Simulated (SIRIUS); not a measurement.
Wanted: the native input for a SIRIUS 7.12.0 run.

```
Task                                        : single point
Functional                                  : PBEsol
Potentials or basis                         : PseudoDojo 0.4.1 PBEsol standard (scalar relativistic)
Cutoff                                      : 983 eV
Density cutoff                              : 3932 eV
k mesh                                      : 7 × 7 × 7
Occupations                                 : fermi-dirac, width 0.05 eV
Spin                                        : no spin polarisation
Libxc names                                 : ["XC_GGA_X_PBE_SOL", "XC_GGA_C_PBE_SOL"]
Energy tol                                  : 1e-08 Ha
Density tol                                 : 1e-06
Mixer                                       : anderson
Mixing beta                                 : 0.7
Max scf                                     : 100
Radial cutoff for the potentials' integrals : 6.5 bohr
```

Crystal: Sn.

```xyz
2
Lattice="0.0000 3.2333 3.2333 3.2333 0.0000 3.2333 3.2333 3.2333 0.0000" Properties=species:S:1:pos:R:3 pbc="T T T"
Sn    4.9199    4.8950    4.8835
Sn    3.2625    3.2161    3.2452
```

This isn't the form of Sn at room conditions, which is tetragonal (white tin).

The cell isn't the ideal one: atoms moved at random, drawn with an rms of 0.05 Å.

These files were run (other wordings do the same):

sirius.json

```json
{
  "control": {
    "processing_unit": "cpu",
    "verbosity": 2,
    "num_bands_to_print": 22,
    "print_forces": true,
    "print_stress": true
  },
  "parameters": {
    "electronic_structure_method": "pseudopotential",
    "xc_functionals": ["XC_GGA_X_PBE_SOL", "XC_GGA_C_PBE_SOL"],
    "gk_cutoff": 8.5,
    "pw_cutoff": 17.0,
    "ngridk": [7, 7, 7],
    "shiftk": [0, 0, 0],
    "smearing": "fermi_dirac",
    "smearing_width": 0.0018374661,
    "num_bands": 22,
    "num_mag_dims": 0,
    "num_dft_iter": 100,
    "energy_tol": 1e-08,
    "density_tol": 1e-06
  },
  "iterative_solver": {
    "type": "davidson",
    "min_tolerance": 1e-10
  },
  "mixer": {
    "type": "anderson",
    "beta": 0.7,
    "max_history": 8
  },
  "settings": {
    "tol_ne": 1e-10,
    "pseudo_grid_cutoff": 6.5
  },
  "unit_cell": {
    "lattice_vectors": [
      [0.0, 6.110132359031, 6.110132359031],
      [6.110132359031, 0.0, 6.110132359031],
      [6.110132359031, 6.110132359031, 0.0]
    ],
    "atom_coordinate_units": "lattice",
    "atom_types": ["Sn"],
    "atom_files": {
      "Sn": "Sn.json"
    },
    "atoms": {
      "Sn": [
        [0.751324, 0.759019, 0.762588],
        [0.494671, 0.509002, 0.500009]
      ]
    }
  }
}
```

Potentials or basis: PseudoDojo 0.4.1 PBEsol standard (scalar relativistic).

The run is started by

```console
$ upf_to_json Sn.upf
$ OMP_NUM_THREADS=1 sirius.scf --input=sirius.json --output=out.json --task=0
```

It gave:

The pressure is 1.8 GPa. The largest force is 0.561 eV/Å and the band gap on the k mesh is none (metal or under the smearing width).

Run time: 4.4 min on 1 thread of AMD EPYC 7R43 64-Core Processor (Zen 3), with other jobs on the host, peak memory 1.4 GiB.
